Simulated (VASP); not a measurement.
**Ir: relaxation of cell and atoms with PBE**

Ir:

```
CELL_PARAMETERS angstrom
0.00000 1.91560 1.91560
1.91560 0.00000 1.91560
1.91560 1.91560 0.00000
ATOMIC_POSITIONS crystal
Ir 0.00000 0.00000 0.00000
```

* Program: VASP 6.6.1
* Task: relaxation of cell and atoms
* Functional: PBE
* Potentials or basis: VASP PAW PBE potentials, release 64 (Ir)
* Cutoff: 300 eV
* k mesh: 8 × 8 × 8
* Occupations: methfessel-paxton, width 0.1 eV
* Spin: no spin polarisation
* Further INCAR settings: ALGO = Normal; EDIFF = 1e-06; IBRION = 2; EDIFFG = -0.01; NSW = 90; ISIF = 3

```json
{
 "Relaxed volume": "14.53 Å³/atom",
 "Relaxed cell": "a = 2.739 Å, b = 2.739 Å, c = 2.739 Å, α = 60.00°, β = 60.00°, γ = 60.00°",
 "Space group after relaxing (to 0.05 Å)": "Fm-3m (No. 225)",
 "Energy gained by relaxing": "18.1 meV/atom",
 "Ionic steps": "4",
 "Pressure after relaxing": "-0.1 GPa",
 "Band gap on the k mesh": "none (metal or under the smearing width)"
}
```

Step by step:
| step | energy change (eV) | largest force (eV/Å) | pressure (GPa) | volume (Å³) |
| --- | --- | --- | --- | --- |
| 1 | 0.0000 | 0.0000 | 12.67 | 14.06 |
| 2 | 0.1944 | 0.0000 | -31.18 | 16.45 |
| 3 | -0.0180 | 0.0000 | -0.64 | 14.56 |
| 4 | -0.0181 | 0.0000 | -0.07 | 14.53 |

Final structure:
```
Ir
1.0
     0.00000    1.93699    1.93699
     1.93699    0.00000    1.93699
     1.93699    1.93699    0.00000
Ir
1
Direct
  0.00000 0.00000 0.00000
```

Levels at points of the mesh, in eV from the Fermi level:
| k point | band 1 | band 2 | band 3 | band 4 | band 5 | band 6 | band 7 | band 8 |
| --- | --- | --- | --- | --- | --- | --- | --- | --- |
| (0.00, 0.00, 0.00) | -10.89 | -3.79 | -3.79 | -3.79 | -1.20 | -1.20 | 14.30 | 19.75 |
| (0.50, 0.00, 0.00) | -7.88 | -3.88 | -3.88 | -0.75 | 0.80 | 0.80 | 6.93 | 13.85 |
| (0.50, 0.50, 0.00) | -7.65 | -7.11 | 0.77 | 1.35 | 1.35 | 1.64 | 10.09 | 11.52 |

Run time: 3 s on 1 thread of Intel(R) Xeon(R) 6975P-C (Granite Rapids), with other jobs on the host, peak memory 0.11 GiB.

Spin-orbit coupling is left out, which matters for the levels of Ir. Zero-point motion and thermal expansion aren't in these numbers.
